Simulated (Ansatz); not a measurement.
A run of Ansatz 0.2.0 is set up as follows.

The input input.yaml:

```yaml
crystal:
  lattice:
    - [-1.657269, 1.657269, 1.657269]
    - [1.657269, -1.657269, 1.657269]
    - [1.657269, 1.657269, -1.657269]
  atoms:
    - { symbol: Au, position: [0.0, 0.0, 0.0] }
kpoints:
  mp_grid: { grid: [11, 11, 11] }
scf:
  occupations: { method: fermi_dirac, width: 0.05 }
hamiltonian:
  xc: pbesol
  pseudopotentials: { kind: all_electron, lapw: { basis_error: 0.001 } }
output:
  forces: true
  stress: true
relax:
  f_tol: 0.02
  max_steps: 60
  cell: { p_target: 10 }
```

Potentials or basis: all-electron LAPW, scalar-relativistic.

The run is started by

```bash
$ ansatz run input.yaml --threads 1 --pin off --max-ram 3072MiB --backend cpu --events-out ev --progress --plain --runs-dir out
```

Question: Predict the relaxed volume.

Answer: 16.24 Å³/atom.

Question: What does it give for the space group after relaxing (to 0.05 Å)?

Answer: Im-3m (No. 229).

Final structure:
```xyz
1
Lattice="-1.5953 1.5953 1.5953 1.5953 -1.5953 1.5953 1.5953 1.5953 -1.5953" Properties=species:S:1:pos:R:3 pbc="T T T"
Au    0.0000    0.0000    0.0000
```

The run has no spin-orbit coupling, so splittings on Au are missing.
